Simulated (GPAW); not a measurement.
Ru:

```
Ru
1.0
     2.70580    0.00000    0.00000
    -1.35290    2.34329    0.00000
     0.00000    0.00000    4.28190
Ru
2
Cartesian
  1.3529 0.7811 3.2114
  0.0000 1.5622 1.0705
```

* Program: GPAW 26.7.0
* Task: relaxation of cell and atoms
* Functional: LDA
* Potentials or basis: the program's PAW data sets (release 1.2.1) made for this functional
* Cutoff: 600 eV
* Basis: pw
* k mesh: 8 × 8 × 5
* Occupations: fermi-dirac, width 0.05 eV
* Spin: no spin polarisation

At the start: pressure -14.3 GPa; volume 13.57 Å³/atom.

Problem. Where does the relaxation end?

Solution. Over 4 steps the energy falls by 25.5 meV/atom and the volume is 13.00 Å³/atom (-4.2 %); space group P6_3/mmc (No. 194, to 0.05 Å).

The path:
| step | energy change (eV) | largest force (eV/Å) | pressure (GPa) | volume (Å³) |
| --- | --- | --- | --- | --- |
| 1 | 0.0000 | 0.0000 | -14.27 | 27.15 |
| 2 | -0.0432 | 0.0000 | -6.09 | 26.45 |
| 3 | -0.0510 | 0.0000 | 0.40 | 25.97 |
| 4 | -0.0511 | 0.0000 | -0.01 | 26.00 |

Final structure:
```
CELL_PARAMETERS angstrom
2.66868 0.00000 0.00000
-1.33434 2.31114 0.00000
0.00000 0.00000 4.21545
ATOMIC_POSITIONS crystal
Ru 0.66667 0.33333 0.75000
Ru 0.33333 0.66667 0.25000
```

Caveat: later steps reuse the first step's grids.
